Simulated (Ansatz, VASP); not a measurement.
# One calculation of Ta, two programs

Contents of INCAR:

```
PREC = Accurate
ENCUT = 520
EDIFF = 1E-6
ISMEAR = 0
SIGMA = 0.025
LREAL = False
LASPH = True
NELM = 150
ALGO = Fast
ISIF = 2
LWAVE = False
LCHARG = False
LNONCOLLINEAR = True
MAGMOM = 0 0 0
LORBIT = 11
LSORBIT = True
GGA_COMPAT = False
LORBMOM = True
LMAXMIX = 4
GGA = PS
NBANDS = 22
```

File KPOINTS:

```
Automatic mesh
0
Gamma
  11 11 11
```

Contents of POSCAR:

```
Ta
1.0
   -1.6512800000      1.6512800000      1.6512800000
    1.6512800000     -1.6512800000      1.6512800000
    1.6512800000      1.6512800000     -1.6512800000
Ta
1
Direct
    0.0000000000      0.0000000000      0.0000000000
```

input.yaml

```yaml
crystal:
  lattice:
    - [-1.65128, 1.65128, 1.65128]
    - [1.65128, -1.65128, 1.65128]
    - [1.65128, 1.65128, -1.65128]
  atoms:
    - { symbol: Ta, position: [0.0, 0.0, 0.0] }
hamiltonian:
  xc: pbesol
  pseudopotentials: { kind: paw_fr }
magnetization:
  noncollinear: true
  spin_orbit: true
kpoints:
  mp_grid: { grid: [11, 11, 11] }
scf:
  occupations: { method: gaussian, width: 0.025 }
  n_extra_bands: 6
output:
  forces: true
  stress: true
  eigenvalues: true
  dos: { projected: false, de: 0.05, nscf_kmesh: { grid: [17, 17, 17] } }
  write_density: true
  write_potential: true
  elf: true
  volumetric_format: npy
```

Alike in both runs: functional PBEsol; k mesh 11 × 11 × 11; occupations gaussian, width 0.025 eV; non-collinear spin, spin-orbit coupling.

|  | VASP | Ansatz |
| --- | --- | --- |
| version | VASP 6.6.1 | Ansatz 0.2.0 |
| potentials or method | VASP PAW PBE potentials, release 64 (Ta_pv) | Ansatz PAW |
| plane-wave cutoff (eV) | 520 | 420 |
| valence electrons in the cell | 11 | 13 |
| task | single point | density of states |

```csv
,VASP,Ansatz,Ansatz less VASP
gap on the k mesh at the Fermi level (eV),none,none,-
pressure (GPa),-4.5,-4.9,-0.36
net moment per atom (μB),0.00,0.00,0.000
```

A gap of «none» marks a metal or a gap that the smearing closes. The two sets of potentials don't hold the same shells in valence.

Caveats: the PAW data sets were made with another functional, which shifts forces and pressure a little (VASP); the PAW data sets come from PBE, with cores solved anew for the run's functional, which leaves a small shift of forces and pressure (Ansatz); the density of states is complete only up to the lowest level of the last band computed (Ansatz).
